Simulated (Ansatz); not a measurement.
# Cr (Im-3m) in Ansatz: a series of runs

The runs below take Cr through single point, with PBE.

All numbers are computed with Ansatz 0.2.0; they aren't measurements. Logs are shortened: lines on timing, memory, paths and dates and some standing lists are left out, and cuts for length are marked.

**1. The crystal as given**

It takes space group Im-3m (No. 229, cubic). Conventional cell: a = 2.969 Å, b = 2.969 Å, c = 2.969 Å, α = 90.00°, β = 90.00°, γ = 90.00°. Around Cr (site symmetry m-3m) lie 8 Cr at 2.57 Å.

**2. Single point, PBE, collinear spin, ferromagnetic start**

input.yaml

```yaml
crystal:
  lattice:
    - [-1.4844496776, 1.4844496776, 1.4844496776]
    - [1.4844496776, -1.4844496776, 1.4844496776]
    - [1.4844496776, 1.4844496776, -1.4844496776]
  atoms:
    - { symbol: Cr, position: [0.0, 0.0, 0.0], spin: 3.0 }
hamiltonian:
  xc: pbe
  pseudopotentials: { kind: paw }
magnetization:
  spin_polarized: true
kpoints:
  mp_grid: { grid: [12, 12, 12] }
scf:
  occupations: { method: gaussian, width: 0.027 }
output:
  forces: true
  stress: true
  eigenvalues: true
```

Potentials or basis: Ansatz PAW.

Launch:

```bash
> ansatz run input.yaml --threads 2 --pin off --max-ram 5632MiB --backend cpu --events-out ev --progress --plain --runs-dir out
```

Log:

```text
Warning: RAYON_NUM_THREADS=2 ignored (pool sized by the plan → 2); use --threads N
Engine: ansatz 0.2.0, x86_64-unknown-linux-gnu
Pseudopotentials: kind: paw
Pseudopotential: Cr, paw, valence charge 14, recommended cutoff 420 eV (normal), Cr.paw.azcp
Functional definition: PBE
  parameter kappa = 0.804
  parameter beta = 0.06672455060314922
  exchange = pbe_x(kappa = kappa, mu = beta*pi^2/3)
  correlation = pbe_c(beta = beta)
Crystal: 1 atoms, lattice volume = 13.084 Å³
Basis set: ecut = 420 eV, 249 PW (Γ), exchange–correlation on 36×36×36 points (8 copies of the dense FFT grid, shifted against one another)
Bands: 13, of which v1, the nominal top of the filled ones, is band 7 counted from 1 (6 counted from 0)
Symmetry: 48 space group operations
Space group: Im-3m (ITA 229), of the structure as read, at distance tolerance 2.4e-5 Å
Magnetic group: BNS 229.140 (UNI 1642), of the structure as read, at distance tolerance 2.4e-5 Å
k-points: 72 of 1728
Non-local potential: Cr, projectors of the file, l = 0: 3, l = 1: 2, l = 2: 3, l = 3: 1
PAW form: soft (Blöchl's): semilocal exchange-correlation on the pseudo side does not see the compensation charge
PAW one-centre angular grid: Cr, 590 points (default); XC on 64 Gauss nodes
Initial density: superposition of atomic densities (chi_scale 0.1, normalization cell)
Starting moments: Σ|m| = 3 μB on 1 of 1 site
Initial wavefunctions: pseudopotential atomic-orbital guess
Functional: x = pbe(κ = 0.804, μ = 0.2195149727645171), c = pbe(β = 0.06672455060314922)
SCF iter   1: F=—  HF=-3380.544745 eV  |F-HF|=—  |Δ(HF+E_count)|=         —  Δρ=3.26e-1 (↑3.26e-1 ↓1.39e-1)  dr2=5.81e0  dr2_m=6.00e0  M=0.144 μB ∫|m|=0.149 μB  β_m=0.30  ethr=3.10e-3  ⟨swp⟩=3.7  Hψ=8284  notcnv=0
Mixer restart at iter 1: flushing history
preconditioner: auto → none  [metal: Δε(μ)=0.013 eV  Ē_g=11.029 eV  σ=0.027 eV  W_gap=0.26  n_scr=0 (ndim 8)  ℏωp=25.1 eV  f_vac=0.000  D(μ)=1.20/eV (n_scr^D=12)]
SCF iter   2: F=—  HF=-3378.112494 eV  |F-HF|=—  |Δ(HF+E_count)|=    2.43e0  Δρ=1.70e-1 (↑1.70e-1 ↓1.46e-1)  dr2=2.35e-1  dr2_m=2.93e0  M=0.142 μB ∫|m|=0.142 μB  β_m=0.44  ethr=3.10e-3  ⟨swp⟩=2.0  Hψ=4702  notcnv=0  defer=199
SCF iter   3: F=—  HF=-3377.713173 eV  |F-HF|=—  |Δ(HF+E_count)|=   3.99e-1  Δρ=8.00e-2 (↑8.00e-2 ↓5.02e-2)  dr2=1.58e-1  dr2_m=4.92e-1  M=0.078 μB ∫|m|=0.079 μB  β_m=0.51  ethr=1.68e-3  ⟨swp⟩=2.3  Hψ=3269  notcnv=0  defer=197
SCF iter   4: F=—  HF=-3377.603889 eV  |F-HF|=—  |Δ(HF+E_count)|=   1.09e-1  Δρ=3.77e-3 (↑2.92e-3 ↓3.77e-3)  dr2=3.48e-3  dr2_m=5.04e-4  M=0.018 μB ∫|m|=0.019 μB  β_m=0.75  ethr=1.13e-3  ⟨swp⟩=2.3  Hψ=2932  notcnv=0  defer=197
SCF iter   5: F=—  HF=-3377.604633 eV  |F-HF|=—  |Δ(HF+E_count)|=   7.43e-4  Δρ=6.65e-4 (↑6.65e-4 ↓4.82e-4)  dr2=2.16e-5  dr2_m=3.42e-5  M=0.007 μB ∫|m|=0.007 μB  β_m=0.87  ethr=2.48e-5  ⟨swp⟩=2.2  Hψ=3208  notcnv=0  defer=196
SCF iter   6: F=—  HF=-3377.604701 eV  |F-HF|=—  |Δ(HF+E_count)|=   6.88e-5  Δρ=1.58e-4 (↑1.51e-4 ↓1.58e-4)  dr2=3.91e-8  dr2_m=2.83e-6  M=0.003 μB ∫|m|=0.003 μB  β_m=0.93  ethr=1.54e-7  ⟨swp⟩=3.0  Hψ=2939  notcnv=0  defer=196
SCF iter   7: F=—  HF=-3377.604712 eV  |F-HF|=—  |Δ(HF+E_count)|=   1.01e-5  Δρ=3.78e-5 (↑2.68e-5 ↓3.78e-5)  dr2=1.08e-7  dr2_m=9.76e-8  M=0.001 μB ∫|m|=0.001 μB  β_m=0.97  ethr=2.80e-10  ⟨swp⟩=3.0  Hψ=3113  notcnv=0  defer=196
SCF iter   8: F=—  HF=-3377.604712 eV  |F-HF|=—  |Δ(HF+E_count)|=   3.86e-7  Δρ=5.29e-6 (↑4.84e-6 ↓5.29e-6)  dr2=2.60e-9  dr2_m=2.28e-9  M=0.000 μB ∫|m|=0.000 μB  β_m=0.98  ethr=2.80e-10  ⟨swp⟩=2.0  Hψ=2838  notcnv=0  defer=196
SCF iter   9: F=—  HF=-3377.604712 eV  |F-HF|=—  |Δ(HF+E_count)|=   4.78e-9  Δρ=5.46e-7 (↑5.46e-7 ↓3.73e-7)  dr2=6.25e-12  dr2_m=2.39e-11  M=0.000 μB ∫|m|=0.000 μB  β_m=0.99  ethr=1.86e-11  ⟨swp⟩=2.4  Hψ=2857  notcnv=0  defer=196
SCF iter  10: F=-3377.604712 eV  HF=-3377.604712 eV  |F-HF|=0.00e0  |Δ(HF+E_count)|=  5.37e-11  Δρ=6.79e-8 (↑2.93e-8 ↓6.79e-8)  dr2=9.62e-13  dr2_m=6.86e-14  M=0.000 μB ∫|m|=0.000 μB  ethr=1.00e-12  ⟨swp⟩=4.8  Hψ=7099  notcnv=0
SCF 1 converged in 10 iterations: F = -3377.604712 eV  dr2 = 9.62e-13
WARN: the starting moments were not kept: the SCF closed with an absolute magnetisation of 4.2e-7 μB, where they sum to 3 μB in size (1 site). That is at most 0.1 of that sum. Measured as dr2_m measures the in/out step, that magnetisation stands 3.8e-14 eV from none, at or under the dr2_threshold of 1.0e-7 eV: it is no larger than a step whose dr2_m would equal this threshold. The system may hold no moment; this SCF shows only that its start led to no more than that. To try another start: raise the starting moments (crystal.atoms[].spin, magnetization.per_species, magnetization.initial_magnetization, or on a non-collinear deck that types none of these the spinor_matrix: blocks that start its atoms; where the total moment is fixed, keep their sum and leave initial_magnetization as it is; typed ones take the place of any that the run laid by itself, positive ones on a crystal's lanthanoids without a Hubbard term where scf.initial_density.shell_occupations: [] is typed) or, if the notice of its spin-set hold's release reads "site moments contracting" or "site moments show no strong build", lengthen the hold (scf.mixing.spin_hold: { on: { confirm: 4 } }; for m-r²SCAN on two components see the key's manual first). Each may lead to a state that holds a moment. A second SCF, from the converged charge density, with the starting moments and any scf.initial_density.shell_occupations laid on it anew, would have followed, and was not run: the deck does not ask for one (magnetization.retry_lost_moments is false, the default). To let it run, set magnetization.retry_lost_moments: true and run the deck again, where that key's refused combinations let it; where memory then withholds it, that run's warning says so.
SCF converged after 10 iterations
Magnetization: 0.0000 μB (7.0000 up, 7.0000 down)
Absolute magnetization: 0.0000 μB (∫|ρ↑−ρ↓|, with the PAW one-centre terms)
Spin contamination: 0.0000 ħ² per cell (⟨S²⟩ above its minimum at these occupations)
Per-site moments (μB) at R_I (Å): [(7.078576374601141e-8, 1.0605961834390063)]
Free energy (F): -3377.604712 eV
Harris-Foulkes:  -3377.604712 eV  (|F-HF|=0.00e0)
Internal energy: -3377.604395 eV  (E = F + TS)
E sigma→0 (E₀):  -3377.604553 eV
Entropy (-TS):   -0.000317 eV (-0.317 meV/atom)
Fermi energy:    16.745279 eV
--- Per-component energies (eV) ---
  E_band       = -179.807698
  E_kinetic    = 340.222377
  E_local      = -1282.886949  (includes V_loc(G=0)·N_el)
  E_nonlocal   = 77.776550
  E_hartree    = 550.183567
  E_xc         = -139.016479
  E_vxc        = -177.266157  (∫ρ·V_xc dr)
  E_paw        = -1194.098015  (= ΣΔE_a)
  E_vpaw       = -238.021005  (= ΣTr[D̂ρ^β])
  E_aug_tail   = 0.000306  (compensation charges beyond the density's cutoff)
  E_ewald      = -1729.785753
  E_smearing   = -0.000317  (= −TS)
  E_closure    = -0.000000  (closes the sum)
  Σ components = -3377.604712   (vs F -3377.604712, Δ=0.00e0)
--- Forces (eV/Å), atoms counted from 1 ---
  atom   1  Cr    -0.00000000     0.00000000     0.00000000
  max |Σ_I F_I| component: 4.31e-32 eV/Å
--- Stress (GPa, compression-positive) ---
      -24.916629       0.000000      -0.000000
        0.000000     -24.916629       0.000000
       -0.000000       0.000000     -24.916629
  P = ⅓ Tr σ = -24.9166 GPa (-249.166 kbar)
--- Band table (eV; the first three rows and the last of 144) ---
  k-point 0 ↑: bands = ["-55.0508", "-26.0068", "-26.0068", "-26.0068", "9.3509", "16.0387", "16.0387", "16.0387", "17.8011", "17.8011", "38.0734", "38.0734", "38.0734"]
  k-point 1 ↑: bands = ["-55.0424", "-26.0496", "-26.0204", "-26.0070", "9.6231", "15.9417", "16.0204", "16.2132", "17.6993", "17.8086", "37.1751", "37.8985", "38.1725"]
  k-point 2 ↑: bands = ["-55.0194", "-26.1654", "-26.0574", "-26.0074", "10.3945", "15.6847", "15.9149", "16.7100", "17.5321", "17.8364", "34.9500", "37.0366", "38.4112"]
  k-point 71 ↓: bands = ["-54.8349", "-26.4400", "-26.4400", "-26.4400", "13.1779", "13.1779", "18.8773", "18.8773", "18.8773", "26.2958", "26.2958", "26.2958", "32.4298"]
```

Wall time 2.1 s (2 threads of Intel Xeon at 2.70GHz, shared host); peak memory 0.32 GiB.

What came out:

| Item | Value |
| --- | --- |
| Free energy | -3377.6047 eV |
| Pressure | -24.9 GPa |
| Band gap on the k mesh | none (metal or under the smearing width) |
| Net moment | 0.00 μB per cell |
| Absolute moment | 0.00 μB per cell |

Caveat: the starting moments collapsed, and a magnetic state may lie lower; so large a pressure means that the cell lies far from this level's equilibrium, or that cutoff or potentials fall short; the starting moments weren't kept.

**3. Single point, PBE, collinear spin, ferromagnetic start**

Changes to input.yaml since step 2:

```diff
@@ -15,3 +15,3 @@
 scf:
-  occupations: { method: gaussian, width: 0.027 }
+  occupations: { method: gaussian, width: 0.028 }
 output:
```

Potentials or basis: Ansatz PAW.

Launch:

```bash
> ansatz run input.yaml --threads 2 --pin off --max-ram 5632MiB --backend cpu --events-out ev --progress --plain --runs-dir out
```

Log:

```text
Warning: RAYON_NUM_THREADS=2 ignored (pool sized by the plan → 2); use --threads N
[... 8 set-up lines as earlier in the session ...]
Crystal: 1 atoms, lattice volume = 13.084 Å³
Basis set: ecut = 420 eV, 249 PW (Γ), exchange–correlation on 36×36×36 points (8 copies of the dense FFT grid, shifted against one another)
Bands: 13, of which v1, the nominal top of the filled ones, is band 7 counted from 1 (6 counted from 0)
[... 2 set-up lines as earlier in the session ...]
Magnetic group: BNS 229.140 (UNI 1642), of the structure as read, at distance tolerance 2.4e-5 Å
k-points: 72 of 1728
[... 4 set-up lines as earlier in the session ...]
Starting moments: Σ|m| = 3 μB on 1 of 1 site
[... 2 set-up lines as earlier in the session ...]
SCF iter   1: F=—  HF=-3380.545016 eV  |F-HF|=—  |Δ(HF+E_count)|=         —  Δρ=3.26e-1 (↑3.26e-1 ↓1.39e-1)  dr2=5.81e0  dr2_m=6.00e0  M=0.144 μB ∫|m|=0.148 μB  β_m=0.30  ethr=3.10e-3  ⟨swp⟩=3.7  Hψ=8284  notcnv=0
Mixer restart at iter 1: flushing history
[... 13 lines left out ...]
SCF converged after 10 iterations
Magnetization: 0.0000 μB (7.0000 up, 7.0000 down)
Absolute magnetization: 0.0000 μB (∫|ρ↑−ρ↓|, with the PAW one-centre terms)
Spin contamination: 0.0000 ħ² per cell (⟨S²⟩ above its minimum at these occupations)
Per-site moments (μB) at R_I (Å): [(7.34936809234286e-8, 1.0605961834390063)]
Free energy (F): -3377.604724 eV
Harris-Foulkes:  -3377.604724 eV  (|F-HF|=1.36e-12)
Internal energy: -3377.604379 eV  (E = F + TS)
E sigma→0 (E₀):  -3377.604552 eV
Entropy (-TS):   -0.000345 eV (-0.345 meV/atom)
Fermi energy:    16.744856 eV
--- Per-component energies (eV) ---
  E_band       = -179.811502
  E_kinetic    = 340.220756
  E_local      = -1282.880401  (includes V_loc(G=0)·N_el)
  E_nonlocal   = 77.775177
  E_hartree    = 550.178666
  E_xc         = -139.016496
  E_vxc        = -177.266179  (∫ρ·V_xc dr)
  E_paw        = -1194.096636  (= ΣΔE_a)
  E_vpaw       = -238.018548  (= ΣTr[D̂ρ^β])
  E_aug_tail   = 0.000306  (compensation charges beyond the density's cutoff)
  E_ewald      = -1729.785753
  E_smearing   = -0.000345  (= −TS)
  E_closure    = 0.000000  (closes the sum)
  Σ components = -3377.604724   (vs F -3377.604724, Δ=0.00e0)
--- Forces (eV/Å), atoms counted from 1 ---
  atom   1  Cr    -0.00000000     0.00000000     0.00000000
  max |Σ_I F_I| component: 5.55e-32 eV/Å
--- Stress (GPa, compression-positive) ---
      -24.914144       0.000000      -0.000000
        0.000000     -24.914144       0.000000
        0.000000       0.000000     -24.914144
  P = ⅓ Tr σ = -24.9141 GPa (-249.141 kbar)
--- Band table (eV; the first three rows and the last of 144) ---
  k-point 0 ↑: bands = ["-55.0511", "-26.0072", "-26.0072", "-26.0072", "9.3509", "16.0384", "16.0384", "16.0384", "17.8008", "17.8008", "38.0734", "38.0734", "38.0734"]
  k-point 1 ↑: bands = ["-55.0427", "-26.0499", "-26.0208", "-26.0073", "9.6231", "15.9415", "16.0201", "16.2129", "17.6990", "17.8083", "37.1751", "37.8985", "38.1725"]
  k-point 2 ↑: bands = ["-55.0198", "-26.1657", "-26.0578", "-26.0077", "10.3945", "15.6845", "15.9146", "16.7097", "17.5318", "17.8361", "34.9499", "37.0366", "38.4112"]
  k-point 71 ↓: bands = ["-54.8352", "-26.4404", "-26.4404", "-26.4404", "13.1777", "13.1777", "18.8769", "18.8769", "18.8769", "26.2957", "26.2957", "26.2957", "32.4296"]
```

It took 1.9 s on 2 threads of Intel Xeon at 2.70GHz, shared host; peak memory 0.32 GiB.

Results:

```
Free energy            : -3377.6047 eV
Pressure               : -24.9 GPa
Band gap on the k mesh : none (metal or under the smearing width)
Net moment             : 0.00 μB per cell
Absolute moment        : 0.00 μB per cell
```

Caveat: the starting moments collapsed, and a magnetic state may lie lower; so large a pressure means that the cell lies far from this level's equilibrium, or that cutoff or potentials fall short; the starting moments weren't kept.
